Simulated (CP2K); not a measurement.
The system is TiSi2.

```
Ti Si
1.0
     6.98595    0.00000    0.00000
    -6.09399    3.41567    0.00000
     0.00000    0.00000    3.56517
Ti Si
2 4
Direct
  0.10312 0.89688 0.25000
  0.89688 0.10312 0.75000
  0.75031 0.24969 0.25000
  0.24969 0.75031 0.75000
  0.44175 0.55825 0.25000
  0.55825 0.44175 0.75000
```

The cell comes from a database or a generator and needn't be the stable form of this composition.

Base run:

| Property | Result |
| --- | --- |
| Program | CP2K 2026.2 |
| Functional | PBE |
| Dispersion | rVV10 |
| Potentials or basis | POTENTIAL_UZH Ti GTH-PBE-q12, Si GTH-PBE-q4; DZVP-MOLOPT-PBE-GTH basis |
| Density cutoff | 6123 eV |
| k mesh | 8 × 8 × 8 |
| Occupations | fermi-dirac, width 0.05 eV |
| Spin | no spin polarisation |

Its results: band gap on the k mesh none (metal or under the smearing width); pressure 0.6 GPa; largest force 0.200 eV/Å.

After a change of settings the same cell gave: band gap on the k mesh none (metal or under the smearing width); pressure -4.2 GPa; largest force 0.174 eV/Å. Which change was it?
A. dispersion from rVV10 to D3(BJ)+ATM
B. dispersion from rVV10 to D2
C. dispersion from rVV10 to none
D. dispersion from rVV10 to D4

A.

Caveats: the basis of atomic orbitals isn't converged, which shifts pressures, moduli and gaps; pairwise dispersion overbinds metals, which lowers pressure and volume.
